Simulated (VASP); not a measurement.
Input of a VASP 6.6.1 run:

The input INCAR:

```
PREC = Accurate ; ENCUT = 600
EDIFF = 1E-7 ; ISMEAR = 1
SIGMA = 0.1 ; LREAL = F
LASPH = T ; NELM = 80
ALGO = Normal ; ISIF = 2
LWAVE = F ; LCHARG = F
GGA = PS ; IBRION = 2
NSW = 40 ; EDIFFG = -0.01
```

The input KPOINTS:

```
Automatic mesh
0
Gamma
  10 10 10
```

POSCAR

```
Rb                                      
1.0
   -2.7888918178      2.7888918178      2.7888918178
    2.7888918178     -2.7888918178      2.7888918178
    2.7888918178      2.7888918178     -2.7888918178
  Rb            
     1
Direct
     0.0000000000000000    0.0000000000000000    0.0000000000000000
```

Potentials or basis: VASP PAW PBE potentials, release 64 (Rb_sv).

Command:

```sh
$ cat potpaw_PBE.64/Rb_sv/POTCAR > POTCAR
$ mpirun -np 1 vasp_std > vasp.out
```

Task: What does it give for the band gap on the k mesh?

Result: None (metal or under the smearing width).

Final structure:
```
Rb
1.0
    -2.78889    2.78889    2.78889
     2.78889   -2.78889    2.78889
     2.78889    2.78889   -2.78889
Rb
1
Direct
  0.00000 0.00000 0.00000
```

Caveat: the relaxation stopped at its first step, so nothing moved.
